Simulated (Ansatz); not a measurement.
AlSb (zinc blende)

```yaml
crystal:
  lattice:
    - [0.00000, 6.22551, 6.22551]
    - [3.11275, 3.11275, 6.22551]
    - [3.11275, 3.11275, 0.00000]
  atoms:
    - { symbol: Sb, position: [0.00000, 0.75000, 0.75000] }
    - { symbol: Sb, position: [0.50000, 0.75000, 0.75000] }
    - { symbol: Al, position: [0.00000, 0.00000, 0.00000] }
    - { symbol: Al, position: [0.50000, 0.00000, 0.00000] }
```

A phonon eigenvector at X = (0.5, 0.5, 0.0) is frozen into this cell: atom i moves by Q times the vector below, so Q is the largest atomic displacement, in Å. The cell is held. It is one choice among 2 degenerate patterns. (q is in reciprocal vectors of the primitive cell; the cell shown is doubled to hold the pattern.)

| atom | x | y | z |
|---|---|---|---|
| Sb1 | 0.000 | -1.000 | 0.000 |
| Sb2 | 0.000 | 1.000 | 0.000 |
| Al3 | -0.996 | 0.000 | 0.000 |
| Al4 | 0.996 | 0.000 | 0.000 |

All values below come from PBE (plane waves to 420 eV, PAW, scalar-relativistic; Ansatz, a program for electronic structure). k mesh 13×13×13 (Γ-centred), Fermi-Dirac smearing 0.05 eV. E stands for the smeared free energy. AlSb was relaxed with its symmetry unable to fall. Spin-orbit coupling is left out, though Sb is heavy. ΔE is measured from the undisplaced structure.

```
Q (Å)    ΔE (meV/cell)
-------  -------------
-0.1000           24.0
-0.0833           16.7
-0.0667       withheld
-0.0500            6.0
-0.0333            2.7
-0.0167            0.7
0.0000             0.0
0.0167             0.7
0.0333             2.7
0.0500             6.0
0.0667        withheld
0.0833            16.7
0.1000            24.0
```

Task: Fit an even polynomial form (powers 2, 4) to the given rows and predict ΔE at Q = -0.0667.

Result: Least squares on the 11 given rows: ΔE = (2416)·Q² + (-1511)·Q⁴, in meV/cell with Q in Å; root-mean-square residual 0.02 meV/cell. At -0.0667 the fit gives 10.7 meV/cell; the calculation gives 10.7 meV/cell, the same to the digits shown. The quadratic term alone would give 10.7 meV/cell.

(For displaced atoms, the force is minus the slope of the energy, and its curvature is a force constant, which sets phonon frequencies.)
